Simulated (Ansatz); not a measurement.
Two Ansatz runs on TiC

The structure comes from a relaxation in the same program, started in the zincblende type, and has space group F-43m. Whether it is a known phase or the ground state wasn't checked.

First run: DFT, PBE, all-electron LAPW, non-relativistic (Ansatz 0.2.0).

Command: `ansatz run input.yaml --threads 1 --pin off --max-ram 2048MiB --backend cpu --events-out ev --progress --plain --runs-dir out` The run took about 18 s on 1 thread of a shared machine.

```yaml
crystal:
  lattice:
    - [0.0, 2.3641273732, 2.3641273732]
    - [2.3641273732, 0.0, 2.3641273732]
    - [2.3641273732, 2.3641273732, 0.0]
  atoms:
    - { symbol: Ti, position: [0.0, 0.0, 0.0] }
    - { symbol: C, position: [0.25, 0.25, 0.25] }
kpoints:
  mp_grid: { grid: [15, 15, 15] }
  band_path:
    path:
      - [0.0, 0.0, 0.0]
      - [-0.5, -0.5, 0.0]
      - [-0.375, -0.375, 0.25]
      - [-0.375, 0.0, 0.375]
      - [0.0, 0.0, 0.0]
      - [0.0, 0.0, 0.5]
      - [-0.5, -0.25, 0.25]
      - [-0.5, -0.5, 0.0]
    npoints: 5
scf:
  occupations: { method: fermi_dirac, width: 0.05 }
hamiltonian:
  xc: pbe
  pseudopotentials:
    kind: all_electron
    lapw: { basis_error: 0.00025 }
    relativity: none
output:
  forces: true
  stress: true
  eigenvalues: true
```

Result: converged; pressure 0.44 GPa; gap on the k mesh 0.56 eV (the mesh can miss the band edges); 10 SCF iterations.

A second input differs as follows:

```diff
@@ -22,6 +22,7 @@
 scf:
   occupations: { method: fermi_dirac, width: 0.05 }
+  max_iter: 100
 hamiltonian:
-  xc: pbe
+  xc: gga
   pseudopotentials:
     kind: all_electron
```

What is wrong with it, and what does the program do?

The fault is an unknown functional. The run refused before any iteration. The log ends:
```
25 | hamiltonian:
26 |   xc: gga
   |       ^ hamiltonian.xc: unknown variant `gga`, expected one of `lda`, `lda-pw`, `pw92`, `pbe`, `pbesol`, `rpbe`, `revpbe`, `blyp`, `pbe0`, `revpbe0`, `b3lyp`, `b3lyp5`, `hse06`, `wpbeh`, `hiss`, `lc_wpbe`, `cam_b3lyp`, `hf`, `r2scan`, `r2scanh`, `r2scan0`, `r2scan50`, `mr2scan`
27 |   pseudopotentials:
28 |     kind: all_electron
   |
```
